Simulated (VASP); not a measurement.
# BaTiO3 (P4mm) in VASP: elastic constants with LDA

Aim: the elastic constants of BaTiO3 with LDA.

Program: VASP 6.6.1. These are calculated values, not measurements. Logs are shortened: lines on timing, memory, paths and dates and some standing lists are left out, and cuts for length are marked.

### 1 The crystal as given

The structure is tetragonal, space group P4mm (No. 99). Conventional cell: a = 3.990 Å, b = 3.990 Å, c = 4.103 Å, α = 90.00°, β = 90.00°, γ = 90.00°. Around Ba (site symmetry 4mm) lie 12 O at 2.81 to 2.92 Å. Around Ti (site symmetry 4mm) lie 5 O at 1.84 to 2.00 Å. O (site symmetry 2mm) is surrounded by 2 Ti at 2.00 Å. O (site symmetry 4mm) is surrounded by 1 Ti at 1.84 Å.

The cell is a database's computed one.

### 2 Elastic constants, LDA

POSCAR reads:

```
BaTiO3
1.0
    3.9903792100      0.0000000000      0.0000000000
    0.0000000000      3.9903792100      0.0000000000
    0.0000000000      0.0000000000      4.1026553900
Ba Ti O
1 1 3
Direct
    0.5000000000      0.5000000000      0.5825414600
    0.0000000000      0.0000000000      0.1000427000
    0.0000000000      0.5000000000      0.0642205400
    0.5000000000      0.0000000000      0.0642205400
    0.0000000000      0.0000000000      0.5489717500
```

INCAR.step1 reads:

```
PREC = Accurate
ENCUT = 600
EDIFF = 1E-8
ISMEAR = 0
SIGMA = 0.02
LREAL = F
LASPH = T
NELM = 60
ALGO = Normal
ISIF = 3
LWAVE = F
LCHARG = F
IBRION = 2
NSW = 40
EDIFFG = -0.002
```

INCAR.step2 reads:

```
PREC = Accurate
ENCUT = 600
EDIFF = 1E-8
ISMEAR = 0
SIGMA = 0.02
LREAL = F
LASPH = T
NELM = 60
ALGO = Normal
ISIF = 3
LWAVE = F
LCHARG = F
IBRION = 6
NFREE = 2
POTIM = 0.015
NSW = 1
```

KPOINTS reads:

```
regular mesh
0
Gamma
  4 4 4
```

Potentials or basis: VASP PAW LDA potentials, release 64 (Ba_sv, Ti_sv, O).

The run is started by

```bash
$ cat potpaw_LDA.64/Ba_sv/POTCAR potpaw_LDA.64/Ti_sv/POTCAR potpaw_LDA.64/O/POTCAR > POTCAR
$ cp INCAR.step1 INCAR
$ mpirun -np 1 vasp_std > vasp.out
$ cp CONTCAR POSCAR
$ cp INCAR.step2 INCAR
$ mpirun -np 1 vasp_std > vasp.out
```

OUTCAR:

```text
PREC = Accurate
   ENCUT = 600
   EDIFF = 1E-8
   ISMEAR = 0
   LREAL = F
   LASPH = T
   NELM = 60
   ISIF = 3
   IBRION = 6
   NFREE = 2
   POTIM = 0.015
   NSW = 1

 ion  position               nearest neighbor table
   1  0.500  0.500  0.581-   3 2.76   4 2.76   4 2.76   3 2.76   5 2.79   5 2.79   5 2.79   5 2.79
                             3 2.86   4 2.86   3 2.86   4 2.86   2 3.40   2 3.40   2 3.40   2 3.40
   2  0.000  0.000  0.095-   5 1.85   4 1.97   3 1.97   3 1.97   4 1.97   5 2.16   1 3.40   1 3.40
                             1 3.40   1 3.40   1 3.47   1 3.47   1 3.47   1 3.47
   3  0.000  0.500  0.064-   2 1.97   2 1.97   1 2.76   1 2.76   1 2.86   1 2.86
   4  0.500  0.000  0.064-   2 1.97   2 1.97   1 2.76   1 2.76   1 2.86   1 2.86
   5  0.000  0.000  0.556-   2 1.85   2 2.16   1 2.79   1 2.79   1 2.79   1 2.79

  LATTYP: Found a simple tetragonal cell.
 ALAT       =     3.9370513480
 C/A-ratio  =     1.0181830044

  Lattice vectors:

 A1 = (   3.9370513480,   0.0000000000,   0.0000000000)
 A2 = (   0.0000000000,   3.9370513480,   0.0000000000)
 A3 = (   0.0000000000,   0.0000000000,   4.0086387702)

Analysis of symmetry for initial positions (statically):
=====================================================================
 Subroutine PRICEL returns:
 Original cell was already a primitive cell.

 Routine SETGRP: Setting up the symmetry group for a
 simple tetragonal supercell.

 Subroutine GETGRP returns: Found  8 space group operations
 (whereof  8 operations were pure point group operations)
 out of a pool of 16 trial point group operations.

The static configuration has the point symmetry C_4v.

Analysis of symmetry for dynamics (positions and initial velocities):
=====================================================================
 Subroutine PRICEL returns:
 Original cell was already a primitive cell.

 Routine SETGRP: Setting up the symmetry group for a
 simple tetragonal supercell.

 Subroutine GETGRP returns: Found  8 space group operations
 (whereof  8 operations were pure point group operations)
 out of a pool of 16 trial point group operations.

The dynamic configuration has the point symmetry C_4v.

 Subroutine INISYM returns: Found  8 space group operations
 (whereof  8 operations are pure point group operations),
 and found     1 'primitive' translations

----------------------------------------------------------------------------------------

                                     Primitive cell

  volume of cell :      62.1354

  direct lattice vectors                    reciprocal lattice vectors
     3.937051348  0.000000000  0.000000000     0.253997195  0.000000000  0.000000000
     0.000000000  3.937051348  0.000000000     0.000000000  0.253997195  0.000000000
     0.000000000  0.000000000  4.008638770     0.000000000  0.000000000  0.249461240

  length of vectors
     3.937051348  3.937051348  4.008638770     0.253997195  0.253997195  0.249461240

  position of ions in fractional coordinates (direct lattice)
     0.500000000  0.500000000  0.580583324
     0.000000000  0.000000000  0.095419265
     0.000000000  0.500000000  0.064072455
     0.500000000  0.000000000  0.064072455
     0.000000000  0.000000000  0.555849491

  ion indices of the primitive-cell ions
   primitive index   ion index
                 1           1
                 2           2
                 3           3
                 4           4
[... 98 lines left out ...]
 non-spin polarized calculation
 Gauss-broadening in eV      SIGMA  =   0.02
  energy-cutoff  :      600.00
  volume of cell :       62.14
 maximum number of plane-waves:      2088
 NGX is ok and might be reduce to    32
   NGX = 15   NGY = 15   NGZ = 17

--------------------------------------- Ionic step        1  -------------------------------------------

 number of electron      39.9999982 magnetization

 Free energy of the ion-electron system (eV)
  ---------------------------------------------------
  ext. energy  EPLUGINS =         0.00000000
  ---------------------------------------------------
  free energy    TOTEN  =       -44.16155547 eV

  energy without entropy =      -44.16155547  energy(sigma->0) =      -44.16155547

------------------------ aborting loop because EDIFF is reached ----------------------------------------

  FORCE on cell =-STRESS in cart. coord.  units (eV):
  Direction    XX          YY          ZZ          XY          YZ          ZX
  --------------------------------------------------------------------------------------
  -------------------------------------------------------------------------------------
  Total        0.0221742      0.0221742      0.0168559      0.0000000      0.0000000      0.0000000
  in kB        0.5717687      0.5717687      0.4346340      0.0000000      0.0000000      0.0000000
  external PRESSURE =       0.5260571 kB  Pullay stress =       0.0000000 kB
[... 98 lines left out ...]
  FREE ENERGIE OF THE ION-ELECTRON SYSTEM (eV)
  ---------------------------------------------------
  free  energy   TOTEN  =       -44.1457048493 eV

  energy  without entropy=      -44.1457048493  energy(sigma->0) =      -44.14570485

[... ionic steps 4 to 28 ...]

--------------------------------------- Ionic step       29  -------------------------------------------

 number of electron      39.9999985 magnetization

------------------------ aborting loop because EDIFF is reached ----------------------------------------
[... 73 lines left out ...]
--------------------------------------- Ionic step       31  -------------------------------------------

 number of electron      39.9999982 magnetization

 Free energy of the ion-electron system (eV)
  ---------------------------------------------------
  ext. energy  EPLUGINS =         0.00000000
  ---------------------------------------------------
  free energy    TOTEN  =       -44.16007647 eV

  energy without entropy =      -44.16007647  energy(sigma->0) =      -44.16007647

 E-fermi :   3.9875     XC(G=0): -11.8897

 val. band max:        3.8637324373   @ k =   0.5000   0.5000   0.5000
 cond. band min:       5.6255864228   @ k =   0.0000   0.0000   0.0000
 fundamental gap:      1.7618539855
 Fermi energy:         3.9875325976

 k-point     1 :       0.0000    0.0000    0.0000
  band No.  band energies     occupation
      1     -51.8269      2.00000
      2     -28.5338      2.00000
      3     -28.4631      2.00000
      4     -28.4631      2.00000
      5     -20.8461      2.00000
      6     -12.8733      2.00000
[... 507 lines left out ...]
  FREE ENERGIE OF THE ION-ELECTRON SYSTEM (eV)
  ---------------------------------------------------
  free  energy   TOTEN  =       -44.1600764683 eV

  energy  without entropy=      -44.1600764683  energy(sigma->0) =      -44.16007647

 INTERNAL STRAIN TENSORS FROM STRAINED CELLS
 ============================================

 INTERNAL STRAIN TENSOR FOR ION    1 for displacements in x,y,z  (eV/Angst):
          X           Y           Z          XY          YZ          ZX
  --------------------------------------------------------------------------------
  x     0.00000     0.00000    -0.00000     0.00000     0.00000     0.33481
  y     0.00000     0.00000     0.00000    -0.00000     0.33460     0.00000
  z     0.32651     0.32618     1.76809     0.00000    -0.00010    -0.00006

 INTERNAL STRAIN TENSORS FROM DISPLACED ATOMS
 ============================================

 INTERNAL STRAIN TENSOR FOR ION    1 for displacements in x,y,z  (eV/Angst):
          X           Y           Z          XY          YZ          ZX
  --------------------------------------------------------------------------------
  x     0.00000     0.00000     0.00000     0.00000     0.00000     0.33627
  y     0.00000     0.00000     0.00000     0.00000     0.33627     0.00000
  z     0.32975     0.32975     1.77020     0.00000     0.00000     0.00000

 INTERNAL STRAIN TENSOR FOR ION    5 for displacements in x,y,z  (eV/Angst):
          X           Y           Z          XY          YZ          ZX
  --------------------------------------------------------------------------------
  x     0.00000     0.00000     0.00000     0.00000     0.00000    -1.36014
  y     0.00000     0.00000     0.00000     0.00000    -1.36014     0.00000
  z    -2.82758    -2.82758   -21.42606     0.00000     0.00000     0.00000

 Eigenvectors and eigenvalues of the dynamical matrix
 ----------------------------------------------------

   1 f  =   15.651939 THz    98.344035 2PiTHz  522.092496 cm-1    64.731190 meV
             X         Y         Z           dx          dy          dz
      1.968526  1.968526  2.327349    -0.000000    0.000000   -0.001142
      0.000000  0.000000  0.382501    -0.000000    0.000000   -0.100449
      0.000000  1.968526  0.256843     0.000000    0.000000   -0.345194
      1.968526  0.000000  0.256843    -0.000000   -0.000000   -0.345194
      0.000000  0.000000  2.228200     0.000000   -0.000000    0.866943
[... 105 lines left out ...]
  15 f/i=    3.631805 THz    22.819306 2PiTHz  121.143985 cm-1    15.019933 meV
             X         Y         Z           dx          dy          dz
      1.968526  1.968526  2.327349     0.006017   -0.008063   -0.000000
      0.000000  0.000000  0.382501     0.408755   -0.547717   -0.000000
      0.000000  1.968526  0.256843    -0.237628    0.429618    0.000000
      1.968526  0.000000  0.256843    -0.320619    0.318413   -0.000000
      0.000000  0.000000  2.228200    -0.177022    0.237203   -0.000000

--------------------------------------------------------------------------------------------------------

 ELASTIC MODULI CONTR FROM IONIC RELAXATION (kBar)
 Direction    XX          YY          ZZ          XY          YZ          ZX
 --------------------------------------------------------------------------------
 XX         -69.6625     36.5228   -110.0852      0.0000     -0.0000      0.0000
 YY          36.5228    -69.6625   -110.0852      0.0000      0.0000     -0.0000
 ZZ        -110.0852   -110.0852  -1541.8610      0.0000      0.0000     -0.0000
 XY           0.0000      0.0000      0.0000      0.0000      0.0000      0.0000
 YZ          -0.0000      0.0000      0.0000      0.0000     -7.7104      0.0000
 ZX           0.0000     -0.0000     -0.0000      0.0000      0.0000     -7.7104
 --------------------------------------------------------------------------------

 TOTAL ELASTIC MODULI (kBar)
 Direction    XX          YY          ZZ          XY          YZ          ZX
 --------------------------------------------------------------------------------
 XX        3322.7897   1218.5406   1042.4428     -0.0000     -0.0000      0.0000
 YY        1218.5406   3322.7897   1042.4428      0.0000      0.0000     -0.0000
 ZZ        1042.4428   1042.4428   1821.3857      0.0000      0.0000     -0.0000
 XY          -0.0000      0.0000      0.0000   1325.3783      0.0000      0.0000
 YZ          -0.0000      0.0000      0.0000      0.0000   1251.0196      0.0000
 ZX           0.0000     -0.0000     -0.0000      0.0000      0.0000   1251.0196
 --------------------------------------------------------------------------------
```

It took 17 min on 1 thread of Intel Xeon Platinum 8488C (Sapphire Rapids), shared host; peak memory 0.25 GiB.

What came out:

* Relaxed volume: 12.43 Å³/atom
* Relaxed cell: a = 3.937 Å, b = 3.937 Å, c = 4.009 Å, α = 90.00°, β = 90.00°, γ = 90.00°
* Space group after relaxing (to 0.05 Å): P4mm (No. 99)
* Voigt bulk modulus: 167 GPa
* Highest phonon frequency at Γ, LO-TO splitting left out: 522 cm⁻¹
* Most unstable mode: 121i cm⁻¹

The path:
```tsv
step	energy change (eV)	largest force (eV/Å)	pressure (GPa)	volume (Å³)
1	0.0000	0.2081	-7.49	65.33
2	0.0263	1.1041	10.11	59.72
3	-0.0663	0.3502	-0.22	62.67
4	-0.0663	0.3621	-0.06	62.61
5	-0.0707	0.0548	0.11	62.33
6	-0.0707	0.0618	0.11	62.34
7	-0.0720	0.0234	-0.16	62.36
8	-0.0725	0.0454	-0.51	62.40
9	-0.0729	0.0693	0.24	62.11
10	-0.0729	0.0573	0.01	62.19
11	-0.0732	0.0294	0.04	62.17
12	-0.0734	0.0258	0.08	62.13
13	-0.0734	0.0126	-0.06	62.18
14	-0.0734	0.0101	-0.08	62.18
15	-0.0734	0.0182	0.05	62.14
16	-0.0734	0.0162	0.02	62.15
17	-0.0734	0.0050	0.00	62.15
18	-0.0734	0.0049	-0.01	62.15
19	-0.0734	0.0025	0.00	62.14
20	-0.0734	0.0012	0.00	62.14
```

Final structure:
```yaml
crystal:
  lattice:
    - [3.93705, 0.00000, 0.00000]
    - [0.00000, 3.93705, 0.00000]
    - [0.00000, 0.00000, 4.00864]
  atoms:
    - { symbol: Ba, position: [0.50000, 0.50000, 0.58058] }
    - { symbol: Ti, position: [0.00000, 0.00000, 0.09542] }
    - { symbol: O, position: [0.00000, 0.50000, 0.06407] }
    - { symbol: O, position: [0.50000, 0.00000, 0.06407] }
    - { symbol: O, position: [0.00000, 0.00000, 0.55585] }
```

Phonon frequencies in cm⁻¹ (negative: imaginary):
```csv
q point,frequencies
"(0.000, 0.000, 0.000)",-121 -121 0 1 1 181 185 185 291 291 298 314 479 479 522
```

Elastic tensor in Voigt notation (GPa, in the Cartesian axes of the cell as first typed):
```
332 122 104   0   0   0
122 332 104   0   0   0
104 104 182   0   0   0
  0   0   0 125   0   0
  0   0   0   0 125   0
  0   0   0   0   0 133
```

Clamped-ion elastic tensor (GPa):
```
339 118 115   0   0   0
118 339 115   0   0   0
115 115 336   0   0   0
  0   0   0 126   0   0
  0   0   0   0 126   0
  0   0   0   0   0 133
```

Caveat: the k mesh is coarse (spacing up to 0.39 Å⁻¹), so the values aren't converged; some modes are imaginary. The run has no spin-orbit coupling, so splittings on Ba are missing.
